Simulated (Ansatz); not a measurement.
# Electroresistance of MgB2/AlN/ZrB2, part 6 of 7

Both polarities of the barrier in MgB2/AlN/ZrB2, relaxed and compared. The lower electrode is MgB2 AlB2(0001), the upper one ZrB2 AlB2(0001); the barrier is AlN zinc blende(111) (whole bilayers). In the first transport cell, after relaxation, the nearest pair of electrode and barrier is Mg–N at 2.42 Å, at a slant, at the lower face and Zr–Al at 3.29 Å, at a slant, at the upper one. All share a net of side 3.111 Å, which strains the lower electrode by +1.3 %, the upper one by -2.2 % and the barrier by +0.0 %, against typed lattice constants near PBE's. The first steps treat the bulk electrodes alone.

Ansatz 0.2.0; PBE DFT, plane waves, PAW files (the session's first sound run).

So far. Step 6 (Conductance on a fine mesh, polarity N face on the …): G = 4.1e9 S/m² (1/G = 244 Ω µm²). The largest error estimate is 42 %, from the mesh across the current. In the worse lead the potential repeats within 24.7 meV, which the program lets pass, though it still puts 18 % of error on the junction's conductance through them. By hand, Landauer's formula with T at one energy: G = (e²/h) ΣT / A = 3.874e-5 S × 8.3e-6 / 8.382 Å² = 3.9e9 S/m², with T summed over both spins.

## (8) T(E) of the junction, polarity Al face on the lower electrode, gap between the electrodes 13.01 Å

This step: PBE DFT, plane waves, PAW files; ballistic transmission by layer matching between semi-infinite leads (Ansatz 0.2.0).

System of this step: MgB2/AlN/ZrB2. The cell holds 52 atoms: 8 Mg, 28 B, 4 Al, 4 N and 8 Zr. Cell: a = 3.111 Å, b = 3.111 Å, c = 76.557 Å, α = 90.0°, β = 90.0°, γ = 120.0°. Regions: left electrode, 22 atoms (8 Mg and 14 B); barrier, 8 atoms (4 Al and 4 N); right electrode, 22 atoms (8 Zr and 14 B). Vacuum lies along c.

A wide window again for the changed junction, to set beside the first polarity.

Contents of input.yaml:

```yaml
crystal:
  lattice:
    - [3.111, 0.0, 0.0]
    - [-1.5555, 2.6942050312, 0.0]
    - [0.0, 0.0, 76.556637161]
  atoms:
    - { symbol: Mg, position: [0.0, 0.0, 0.0914355732] }
    - { symbol: B, position: [0.33333333, 0.66666667, 0.1143630853] }
    - { symbol: B, position: [0.66666667, 0.33333333, 0.1143630853] }
    - { symbol: Mg, position: [0.0, 0.0, 0.1372905974] }
    - { symbol: B, position: [0.33333333, 0.66666667, 0.1602181095] }
    - { symbol: B, position: [0.66666667, 0.33333333, 0.1602181095] }
    - { symbol: Mg, position: [0.0, 0.0, 0.1831456215] }
    - { symbol: B, position: [0.33333333, 0.66666667, 0.2060731336] }
    - { symbol: B, position: [0.66666667, 0.33333333, 0.2060731336] }
    - { symbol: Mg, position: [0.0, 0.0, 0.2290006457] }
    - { symbol: B, position: [0.33333333, 0.66666667, 0.2519281578] }
    - { symbol: B, position: [0.66666667, 0.33333333, 0.2519281578] }
    - { symbol: Mg, position: [0.0, 0.0, 0.2748556699] }
    - { symbol: B, position: [0.33333333, 0.66666667, 0.297783182] }
    - { symbol: B, position: [0.66666667, 0.33333333, 0.297783182] }
    - { symbol: Mg, position: [0.0, 0.0, 0.3207106941] }
    - { symbol: B, position: [0.33333333, 0.66666667, 0.3436382062] }
    - { symbol: B, position: [0.66666667, 0.33333333, 0.3436382062] }
    - { symbol: Mg, position: [0.0, 0.0, 0.3665657183] }
    - { symbol: B, position: [0.33333333, 0.66666667, 0.3894932303] }
    - { symbol: B, position: [0.66666667, 0.33333333, 0.3894932303] }
    - { symbol: Mg, position: [0.0, 0.0, 0.4121701619] }
    - { symbol: Al, position: [0.33333333, 0.66666667, 0.4462169041] }
    - { symbol: "N", position: [0.0, 0.0, 0.4554790277] }
    - { symbol: Al, position: [0.0, 0.0, 0.4800320183] }
    - { symbol: "N", position: [0.66666667, 0.33333333, 0.4887858514] }
    - { symbol: Al, position: [0.66666667, 0.33333333, 0.51331476] }
    - { symbol: "N", position: [0.33333333, 0.66666667, 0.5220482765] }
    - { symbol: Al, position: [0.33333333, 0.66666667, 0.5465518341] }
    - { symbol: "N", position: [0.0, 0.0, 0.5568716565] }
    - { symbol: Zr, position: [0.33333333, 0.66666667, 0.5820529956] }
    - { symbol: B, position: [0.66666667, 0.33333333, 0.6045887564] }
    - { symbol: B, position: [0.0, 0.0, 0.6045887564] }
    - { symbol: Zr, position: [0.33333333, 0.66666667, 0.6279715002] }
    - { symbol: B, position: [0.66666667, 0.33333333, 0.6513542441] }
    - { symbol: B, position: [0.0, 0.0, 0.6513542441] }
    - { symbol: Zr, position: [0.33333333, 0.66666667, 0.674736988] }
    - { symbol: B, position: [0.66666667, 0.33333333, 0.6981197319] }
    - { symbol: B, position: [0.0, 0.0, 0.6981197319] }
    - { symbol: Zr, position: [0.33333333, 0.66666667, 0.7215024758] }
    - { symbol: B, position: [0.66666667, 0.33333333, 0.7448852196] }
    - { symbol: B, position: [0.0, 0.0, 0.7448852196] }
    - { symbol: Zr, position: [0.33333333, 0.66666667, 0.7682679635] }
    - { symbol: B, position: [0.66666667, 0.33333333, 0.7916507074] }
    - { symbol: B, position: [0.0, 0.0, 0.7916507074] }
    - { symbol: Zr, position: [0.33333333, 0.66666667, 0.8150334513] }
    - { symbol: B, position: [0.66666667, 0.33333333, 0.8384161952] }
    - { symbol: B, position: [0.0, 0.0, 0.8384161952] }
    - { symbol: Zr, position: [0.33333333, 0.66666667, 0.8617989391] }
    - { symbol: B, position: [0.66666667, 0.33333333, 0.8851816829] }
    - { symbol: B, position: [0.0, 0.0, 0.8851816829] }
    - { symbol: Zr, position: [0.33333333, 0.66666667, 0.9085644268] }
kpoints:
  mp_grid: { grid: [12, 12, 1] }
scf:
  occupations: { method: fermi_dirac, width: 0.1 }
  max_iter: 150
hamiltonian:
  xc: pbe
output:
  transmission:
    kmesh: [12, 12]
    e_range: [-3, 3]
    de: 0.1
    leads: [[9, 12], [40, 43]]
  dos: { projected: true, e_range: [-6, 5], de: 0.05 }
  write_potential: true
  write_density: true
  volumetric_format: npy
```

The run is started by

```sh
$ ansatz run input.yaml --threads 4 --pin off --max-ram 12288MiB --backend cpu --events-out ev --progress --plain --runs-dir out
```

Numbers of over 12 decimals in the logs are rounded to 6 here.

The program printed:

```text
[...]
Crystal: 52 atoms, lattice volume = 641.673 Å³
Basis set: ecut = 420 eV, 12471 PW (Γ)
Bands: 198, of which v1, the nominal top of the filled ones, is band 146 counted from 1 (145 counted from 0)
Symmetry: 6 space group operations
[...]
k-points: 19 of 144 (time reversal used)
[...]
SCF iter   1: F=—  HF=-56947.377308 eV  |F-HF|=—  |Δ(HF+E_count)|=         —  Δρ=1.85e-2  dr2=1.44e3  ethr=1.77e-3  ⟨swp⟩=9.9  Hψ=19282  notcnv=0  defer=249
[...]
SCF iter  11: F=-56944.705543 eV  HF=-56944.705543 eV  |F-HF|=5.55e-8  |Δ(HF+E_count)|=   4.74e-8  Δρ=1.55e-6  dr2=8.39e-8  ethr=3.42e-11  ⟨swp⟩=29.6  Hψ=20920  notcnv=0
SCF 1 converged in 11 iterations: F = -56944.705543 eV  dr2 = 8.39e-8
[...]
transmission: 124 of 1235 steps passed
transmission: 250 of 1235 steps passed
[...]
transmission: 1235 of 1235 steps passed
[...]
SCF converged after 11 iterations
Free energy (F): -56944.705543 eV
[...]
Internal energy: -56944.368415 eV  (E = F + TS)
E sigma→0 (E₀):  -56944.536979 eV
Entropy (-TS):   -0.337128 eV (-6.483 meV/atom)
Fermi energy:    9.606367 eV
[...]
--- Band table (eV; the first three rows and the last of 19) ---
  k-point 0: bands = [... 142 lower, 10.2408, 10.2977, 10.2977, 10.3092, 10.3092, 10.4109, 10.4109, 10.4855, ... 48 higher]
  k-point 1: bands = [... 142 lower, 9.8766, 9.8969, 9.9527, 10.0082, 10.0495, 10.2190, 10.4773, 10.5089, ... 48 higher]
  k-point 2: bands = [... 142 lower, 9.1650, 9.2495, 9.3218, 9.3410, 9.3745, 9.9740, 10.4700, 10.7866, ... 48 higher]
  k-point 18: bands = [... 142 lower, 8.9218, 8.9882, 9.5759, 9.6686, 9.6823, 9.6853, 9.6853, 10.2252, ... 48 higher]
--- Transmission ---
  basis      : 73 plane waves across, 65 finite elements along
  points     : 19, standing for a mesh of 12 x 12
[...]
channels       : 8.194444e-1 a spin
[...]
slowest decay  : 0.1355 /Å at (0.3333, 0.0833)
[...]
channels       : 3.402778e-1 a spin
[...]
slowest decay  : 0.1203 /Å at (0.1667, 0.0833)
  junction   : crystal 0 to crystal 1, 21.34 to 56.83 Å
    transmission   : 3.070152e-4 a spin
[...]
```

Elapsed: 7.2 min, on 4 threads of Arm Neoverse N1, shared host; peak memory 4.3 GiB; 28 min of CPU time.

This step gave:

| Quantity | Value |
| --- | --- |
| free energy | -56944.7055 eV |
| Fermi energy | 9.606 eV |
| transmission at the Fermi level (a spin, zone mean) | 3.07e-4 |
| channels of the lower lead | 0.8194 |
| channels of the upper lead | 0.3403 |
| potential step in the lower lead | 18.8 meV |
| potential step in the upper lead | 34.7 meV |

One spin. Table of transmission, zone mean by energy, zero at the Fermi level:

```tsv
energy (eV)	transmission, zone mean
-3.00	0.00101
-2.80	4.2e-4
-2.60	1.2e-4
-2.40	4.7e-5
-2.20	4.1e-4
-2.00	1.0e-4
-1.80	1.5e-4
-1.60	4.7e-5
-1.30	3.5e-5
-1.10	4.4e-5
-0.90	6.1e-5
-0.70	3.8e-5
-0.50	4.2e-5
-0.30	1.0e-4
-0.10	2.1e-4
0.00	3.1e-4
0.10	4.8e-4
0.30	6.1e-4
0.50	0.00130
0.70	0.00238
0.80	0.0646
0.90	0.0323
1.10	0.0154
1.30	0.0465
1.60	0.0536
1.80	0.141
2.00	0.286
2.20	0.276
2.40	0.333
2.60	0.359
2.80	0.425
3.00	0.301
```

One spin. Open channels, zone mean against energy, zero at the Fermi level:

```tsv
energy (eV)	lower lead	upper lead
-3.00	0.903	0.569
-2.80	1.11	0.507
-2.60	1.02	0.507
-2.40	0.979	0.792
-2.20	1.06	0.958
-2.00	1	0.875
-1.80	0.924	0.896
-1.60	0.924	0.688
-1.30	0.840	0.521
-1.10	0.944	0.604
-0.90	0.903	0.646
-0.70	0.861	0.382
-0.50	0.819	0.215
-0.30	0.861	0.340
-0.10	0.778	0.340
0.00	0.819	0.340
0.10	0.861	0.340
0.30	0.611	0.507
0.50	0.646	0.549
0.70	0.646	0.688
0.90	0.590	0.785
1.10	0.590	1.20
1.30	0.632	1.28
1.60	0.632	1.60
1.80	0.632	1.72
2.00	0.653	1.64
2.20	0.778	1.60
2.40	0.819	1.85
2.60	0.861	1.85
2.80	0.903	1.81
3.00	0.861	1.85
```

Transmission over k1 and k2. At 0.0000 eV from the Fermi level; zeros and values more than six decades under the largest are shown at that floor.

log10 of the mean of each cell; the least values stand at a floor. Values, 12 rows by 12 columns:
```
-8.4 -8.4 -8.4 -8.4 -8.4 -8.4 -8.4 -8.4 -2.4 -8.4 -8.4 -2.4
-2.8 -8.4 -8.4 -8.4 -8.4 -8.4 -8.4 -8.4 -2.8 -8.4 -8.4 -8.4
-8.4 -8.4 -8.4 -8.4 -8.4 -8.4 -8.4 -8.4 -8.4 -8.4 -8.4 -8.4
-2.8 -8.4 -8.4 -8.4 -8.4 -8.4 -8.4 -8.4 -8.4 -8.4 -2.8 -2.4
-8.4 -8.4 -8.4 -8.4 -8.4 -7.0 -7.0 -8.4 -8.4 -8.4 -8.4 -8.4
-8.4 -8.4 -8.4 -8.4 -8.4 -7.0 -8.4 -7.0 -8.4 -8.4 -8.4 -8.4
-8.4 -8.4 -8.4 -8.4 -8.4 -8.4 -7.0 -7.0 -8.4 -8.4 -8.4 -8.4
-2.8 -2.4 -2.8 -8.4 -8.4 -8.4 -8.4 -8.4 -8.4 -8.4 -8.4 -8.4
-8.4 -8.4 -8.4 -8.4 -8.4 -8.4 -8.4 -8.4 -8.4 -8.4 -8.4 -8.4
-2.8 -8.4 -8.4 -8.4 -2.8 -8.4 -8.4 -8.4 -8.4 -8.4 -8.4 -8.4
-8.4 -2.4 -8.4 -8.4 -2.4 -8.4 -8.4 -8.4 -8.4 -8.4 -8.4 -8.4
-8.4 -8.4 -2.8 -8.4 -2.8 -8.4 -8.4 -8.4 -2.8 -8.4 -2.8 -8.4
```
Columns: k1 (b1) from -0.5 to 0.417; rows upwards: k2 (b2) from -0.5 to 0.417.

Open channels of the lower lead over k1 and k2. At 0.0000 eV from the Fermi level.

Values, 12 rows by 12 columns:
```
2.00 1.00 0.00 0.00 0.00 0.00 1.00 2.00 2.00 2.00 2.00 2.00
2.00 0.00 0.00 0.00 0.00 0.00 0.00 0.00 2.00 2.00 2.00 2.00
2.00 0.00 0.00 0.00 0.00 0.00 0.00 0.00 0.00 2.00 2.00 2.00
2.00 0.00 0.00 0.00 0.00 0.00 0.00 0.00 0.00 0.00 2.00 2.00
2.00 0.00 0.00 0.00 0.00 1.00 1.00 0.00 0.00 0.00 0.00 2.00
2.00 1.00 0.00 0.00 0.00 1.00 0.00 1.00 0.00 0.00 0.00 1.00
2.00 2.00 0.00 0.00 0.00 0.00 1.00 1.00 0.00 0.00 0.00 0.00
2.00 2.00 2.00 0.00 0.00 0.00 0.00 0.00 0.00 0.00 0.00 0.00
2.00 2.00 2.00 2.00 0.00 0.00 0.00 0.00 0.00 0.00 0.00 0.00
2.00 2.00 2.00 2.00 2.00 0.00 0.00 0.00 0.00 0.00 0.00 0.00
2.00 2.00 2.00 2.00 2.00 2.00 1.00 0.00 0.00 0.00 0.00 1.00
2.00 2.00 2.00 2.00 2.00 2.00 2.00 2.00 2.00 2.00 2.00 2.00
```
Columns: k1 (b1) from -0.5 to 0.417; rows upwards: k2 (b2) from -0.5 to 0.417.

Open channels of the upper lead over k1 and k2. At 0.0000 eV from the Fermi level.

Ten even steps from '_' (0.00) to '@' (2.00):
```
________________++____++
++______@@______++______
________________________
++__@@____@@____@@__++++
________@@++++@@________
__________++++++________
__________@@++++@@______
++++++__@@____@@____@@__
________________________
++______++______@@______
__++____++______________
____++__++______++__++__
```
Columns: k1 (b1) from -0.5 to 0.417; rows upwards: k2 (b2) from -0.5 to 0.417.

Projected DOS an atom over height of the atomic layer and energy from the Fermi level. Layers: Mg B2 Mg B2 Mg B2 Mg B2 Mg B2 Mg B2 Mg B2 Mg Al N Al N Al N Al N Zr B2 Zr B2 Zr B2 Zr B2 Zr B2 Zr B2 Zr B2 Zr; projections on atoms miss part of the total, and the computed bands can run out at the top of the range; a column is the mean of 3 neighbouring layers, the last of those left over.

Ten even steps from '_' (0.01 states/eV) to '@' (1.05 states/eV), each cell a mean:
```
..........::..==++%%++%%**
..........::::++**@@++@@##
..........::::++==##==**++
__..__....::::**==**==**++
__..__....::::**--**--****
__..__..__....**--**--**%%
..____________==--++--++++
______________==--==::==++
..____________==::--..::**
::..__......__::....__..++
::::..::....__..__..__..@@
::::..::....______....::::
..::..::....__....::..--==
::--..--....__::--==--==++
::--..--::..__::==**++##++
::--..--..--__..==++====--
..--..--..====::++******==
..::..::..++@@++**++++**==
..::..::..++@@##==--------
..::..::..==%%##--------::
..::..::..--**==::::::::::
..........--==--::::::....
```
Columns: height of the atomic layer (Å) from 8.76 to 68.7 (not evenly spaced); rows upwards: energy from the Fermi level (eV) from -6 to 5.

At the Fermi level the transmission is 3.1e-4, as a zone mean for one spin on this coarse mesh. At the Fermi level the layers of this cell's barrier hold from 0.0045 to 0.18 states an eV and atom. In the worse lead the potential repeats within 35 meV, which the program flags as too much for a lead, so G carries that doubt.

## (9) Conductance, polarity Al face on the lower electrode, gap between the electrodes 13.01 Å

The conductance of the changed junction, on the mesh and energies of the first conductance run.

Changes to input.yaml since step 8:

```diff
@@ -67,9 +67,5 @@
   transmission:
-    kmesh: [12, 12]
-    e_range: [-3, 3]
-    de: 0.1
+    kmesh: [30, 30]
+    e_range: [-0.26, 0.27]
+    de: 0.0375
     leads: [[9, 12], [40, 43]]
-  dos: { projected: true, e_range: [-6, 5], de: 0.05 }
-  write_potential: true
-  write_density: true
-  volumetric_format: npy
```

The program printed:

```text
[...]
Crystal: 52 atoms, lattice volume = 641.673 Å³
Basis set: ecut = 420 eV, 12471 PW (Γ)
Bands: 198, of which v1, the nominal top of the filled ones, is band 146 counted from 1 (145 counted from 0)
Symmetry: 6 space group operations
[...]
k-points: 19 of 144 (time reversal used)
[...]
SCF iter   1: F=—  HF=-56947.377308 eV  |F-HF|=—  |Δ(HF+E_count)|=         —  Δρ=1.85e-2  dr2=1.44e3  ethr=1.77e-3  ⟨swp⟩=9.9  Hψ=19282  notcnv=0  defer=249
[...]
SCF iter  11: F=-56944.705543 eV  HF=-56944.705543 eV  |F-HF|=5.55e-8  |Δ(HF+E_count)|=   4.74e-8  Δρ=1.55e-6  dr2=8.39e-8  ethr=3.42e-11  ⟨swp⟩=29.6  Hψ=20920  notcnv=0
SCF 1 converged in 11 iterations: F = -56944.705543 eV  dr2 = 8.39e-8
[...]
transmission: 569 of 5642 steps passed
transmission: 1131 of 5642 steps passed
[...]
transmission: 5642 of 5642 steps passed
SCF converged after 11 iterations
Free energy (F): -56944.705543 eV
[...]
Internal energy: -56944.368415 eV  (E = F + TS)
E sigma→0 (E₀):  -56944.536979 eV
Entropy (-TS):   -0.337128 eV (-6.483 meV/atom)
Fermi energy:    9.606367 eV
[...]
--- Band table (eV; the first three rows and the last of 19) ---
  k-point 0: bands = [... 142 lower, 10.2408, 10.2977, 10.2977, 10.3092, 10.3092, 10.4109, 10.4109, 10.4855, ... 48 higher]
  k-point 1: bands = [... 142 lower, 9.8766, 9.8969, 9.9527, 10.0082, 10.0495, 10.2190, 10.4773, 10.5089, ... 48 higher]
  k-point 2: bands = [... 142 lower, 9.1650, 9.2495, 9.3218, 9.3410, 9.3745, 9.9740, 10.4700, 10.7866, ... 48 higher]
  k-point 18: bands = [... 142 lower, 8.9218, 8.9882, 9.5759, 9.6686, 9.6823, 9.6853, 9.6853, 10.2252, ... 48 higher]
--- Transmission ---
  basis      : 73 plane waves across, 62 finite elements along
  points     : 91, standing for a mesh of 30 x 30
[...]
filled         : 13.2 meV under the level at which it is neutral
    channels       : 8.044444e-1 a spin
[...]
slowest decay  : 0.0771 /Å at (0.3000, 0.1667)
[...]
filled         : 37.6 meV under the level at which it is neutral
    channels       : 3.211111e-1 a spin
[...]
slowest decay  : 0.0267 /Å at (0.2333, 0.2000)
  junction   : crystal 0 to crystal 1, 21.34 to 56.83 Å
    transmission   : 2.424791e-4 a spin
[...]
resistance     : 4.4131e0 Ω µm² beyond half of each lead's own
```

It took 6.9 min on 4 threads; peak memory 3.7 GiB.

Numbers from this step:

| Quantity | Value |
| --- | --- |
| transmission at the Fermi level (a spin, zone mean) | 2.42e-4 |
| channels of the lower lead | 0.8044 |
| channels of the upper lead | 0.3211 |
| ballistic conductance of the upper lead | 3.03e14 S/m² |
| junction conductance | 2.26e11 S/m² |
| error estimates by source, in the log's order | 0.3, 0, 25.4, 28.8, 22.2 % |
| resistance-area product beyond the leads | 4.413 Ω um² |

One spin. Table of transmission, zone mean by energy, zero at the Fermi level:

```tsv
energy (eV)	transmission, zone mean
-0.260	4.8e-5
-0.223	5.6e-5
-0.185	7.7e-5
-0.147	9.8e-5
-0.110	1.2e-4
-0.072	1.5e-4
-0.035	2.0e-4
0.003	2.4e-4
0.040	2.9e-4
0.077	3.6e-4
0.115	4.4e-4
0.152	5.3e-4
0.190	6.2e-4
0.228	6.7e-4
0.265	7.0e-4
```

One spin. The open channels, zone mean by energy, zero at the Fermi level:

```tsv
energy (eV)	lower lead	upper lead
-0.260	0.831	0.201
-0.223	0.831	0.214
-0.185	0.838	0.214
-0.147	0.804	0.214
-0.110	0.764	0.214
-0.072	0.771	0.328
-0.035	0.804	0.314
0.003	0.804	0.321
0.040	0.804	0.321
0.077	0.784	0.348
0.115	0.784	0.348
0.152	0.758	0.381
0.190	0.738	0.408
0.228	0.731	0.448
0.265	0.738	0.454
```

Transmission over k1 and k2. At 0.0025 eV from the Fermi level; zeros and values more than six decades under the largest are shown at that floor.

log10 of the mean of each cell; the least values stand at a floor. Values, 12 rows by 16 columns:
```
-8.4 -8.4 -8.4 -8.4 -8.4 -8.4 -8.4 -8.4 -8.4 -8.4 -2.6 -2.7 -8.4 -3.2 -2.6 -2.9
-3.4 -8.4 -8.4 -8.4 -8.4 -8.4 -8.4 -8.4 -8.4 -8.4 -3.0 -2.8 -8.4 -8.4 -3.4 -2.7
-3.7 -8.4 -8.4 -8.4 -8.4 -8.4 -8.4 -8.4 -8.4 -8.4 -8.4 -3.7 -8.4 -8.4 -8.4 -8.4
-3.3 -8.4 -8.4 -8.4 -8.4 -8.4 -8.4 -8.4 -8.4 -8.4 -8.4 -8.4 -4.2 -3.0 -2.6 -2.7
-8.4 -8.4 -8.4 -8.4 -8.4 -7.2 -5.8 -5.4 -6.1 -6.5 -8.4 -8.4 -8.4 -8.4 -3.3 -3.0
-8.4 -8.4 -8.4 -8.4 -8.4 -7.2 -5.5 -7.0 -6.1 -5.6 -7.9 -8.4 -8.4 -8.4 -8.4 -8.4
-8.4 -8.4 -8.4 -8.4 -8.4 -8.4 -6.5 -5.4 -6.1 -5.4 -5.9 -8.4 -8.4 -8.4 -8.4 -8.4
-2.9 -2.6 -2.9 -3.9 -8.4 -8.4 -8.4 -7.6 -6.1 -5.8 -7.5 -8.4 -8.4 -8.4 -8.4 -8.4
-3.3 -3.0 -3.1 -3.5 -8.4 -8.4 -8.4 -8.4 -8.4 -8.4 -8.4 -8.4 -8.4 -8.4 -8.4 -8.4
-3.1 -4.4 -8.4 -8.4 -3.7 -3.2 -8.4 -8.4 -8.4 -8.4 -8.4 -8.4 -8.4 -8.4 -8.4 -8.4
-3.0 -2.6 -3.3 -8.4 -3.3 -2.5 -3.2 -8.4 -8.4 -8.4 -8.4 -8.4 -8.4 -8.4 -8.4 -8.4
-8.4 -3.0 -2.8 -3.4 -3.5 -2.7 -3.2 -8.4 -8.4 -8.4 -3.6 -3.5 -4.2 -3.3 -8.4 -8.4
```
Columns: k1 (b1) from -0.5 to 0.467; rows upwards: k2 (b2) from -0.5 to 0.467.

G = 2.3e11 S/m² (1/G = 4.42 Ω µm²), 55 times the step before of this kind. The largest error estimate is 29 %, from the leads' potential steps. In the worse lead the potential repeats within 35 meV, which the program flags as too much for a lead, so G carries that doubt.

## (10) Electroresistance

This step: Tunnel electroresistance (G_up - G_down) / G_down from the conductances of both polarities, PBE DFT, plane waves, PAW files (Ansatz 0.2.0).

No new run: the two polarities are divided.

Numbers from this step:

```
conductance, first polarity (S/m²)  : 4.10e9
conductance, second polarity (S/m²) : 2.26e11
electroresistance                   : -98 %
```

The two conductances carry error estimates of up to 42 % and 29 %, which the ratio inherits.

(Part 6 of 7 ends here.)

[Logs are printed without paths, hosts, clocks, repeated set-up lines and the standing remarks that a program may print on its own settings, such as how far it seeks lower states.]

[Hosts, paths, dates, database ids (printed as entryN), source tags and the programs' standing remarks are cut or masked in the printed files.]
